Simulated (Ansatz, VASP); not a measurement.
**CoO: VASP beside Ansatz**

The input INCAR:

```
SYSTEM = CoO
ALGO     = Normal         ! electronic algorithm
EDIFF    = 1E-7           ! SCF threshold, eV
ENCUT    = 520            ! plane-wave cutoff, eV
GGA      = CA             ! functional
ISIF     = 2              ! what is computed and relaxed
ISMEAR   = -1             ! smearing method
ISPIN    = 2              ! spin polarisation
LASPH    = .TRUE.         ! aspherical terms in the spheres
LCHARG   = .TRUE.         ! write CHGCAR
LELF     = .TRUE.         ! ELF
LMAXMIX  = 4              ! l up to which the mixer works
LORBIT   = 11             ! projections on sites
LREAL    = .FALSE.        ! projectors in reciprocal space
LVHAR    = .TRUE.       
LWAVE    = .FALSE.        ! write WAVECAR
MAGMOM   = 2 0            ! initial moments
NBANDS   = 18             ! bands
NELM     = 150            ! most SCF steps
PREC     = Accurate       ! precision mode
SIGMA    = 0.05           ! smearing width, eV
```

The input KPOINTS:

```
k-points
0
G
  11 11 11
  0 0 0
```

The input POSCAR:

```
CoO
1.0
    1.5054695445      0.8691832468      2.4399269062
   -1.5054695445      0.8691832468      2.4399269062
    0.0000000000     -1.7383664936      2.4399269062
Co O
1 1
Direct
    0.0000000000      0.0000000000      0.0000000000
    0.5000000000      0.5000000000      0.5000000000
```

input.yaml

```yaml
crystal:
  lattice:
    - [1.5054695445, 0.8691832468, 2.4399269062]
    - [-1.5054695445, 0.8691832468, 2.4399269062]
    - [0.0, -1.7383664936, 2.4399269062]
  atoms:
    - { symbol: Co, position: [0.0, 0.0, 0.0], spin: 2.0 }
    - { symbol: O, position: [0.5, 0.5, 0.5] }
kpoints:
  mp_grid: { grid: [11, 11, 11] }
scf:
  occupations: { method: fermi_dirac, width: 0.05 }
hamiltonian:
  xc: lda
  pseudopotentials: { kind: all_electron, lapw: { basis_error: 0.001 } }
magnetization:
  spin_polarized: true
output:
  forces: true
  stress: true
  eigenvalues: true
```

Alike in both runs: task single point; functional LDA; k mesh 11 × 11 × 11; occupations fermi-dirac, width 0.05 eV; collinear spin.

|  | VASP | Ansatz |
| --- | --- | --- |
| version | VASP 6.6.1 | Ansatz 0.2.0 |
| potentials or method | VASP PAW LDA potentials, release 64 (Co, O) | all-electron LAPW, scalar-relativistic |
| plane-wave cutoff (eV) | 520 | see its input |

Ansatz gave:

```
gap on the k mesh at the Fermi level (eV)                     : none
pressure (GPa)                                                : -17.9
largest component of the traceless stress (GPa)               : 0.14
net moment per atom (μB)                                      : 1.42
size of the moment on the site where the two differ most (μB) : 2.49
```

**Question.** Which values does VASP return?

**Answer.** gap on the k mesh at the Fermi level (eV): none; pressure (GPa): -19.4; largest component of the traceless stress (GPa): 0.12; net moment per atom (μB): 1.35; size of the moment on the site where the two differ most (μB): 2.37.

Site moments also hang on the region over which each program counts them. A gap of «none» marks a metal or a gap that the smearing closes. Ansatz ran all-electron here, so the differences hold the error of VASP's frozen core and of both bases.

Caveats: a cell with one magnetic atom can't hold antiferromagnetic order, which such compounds often take; semilocal functionals often make such compounds metallic where correlation or magnetic order opens a gap, which also shifts bond lengths; so large a pressure means that the cell lies far from this level's equilibrium, or that cutoff or potentials fall short (VASP).
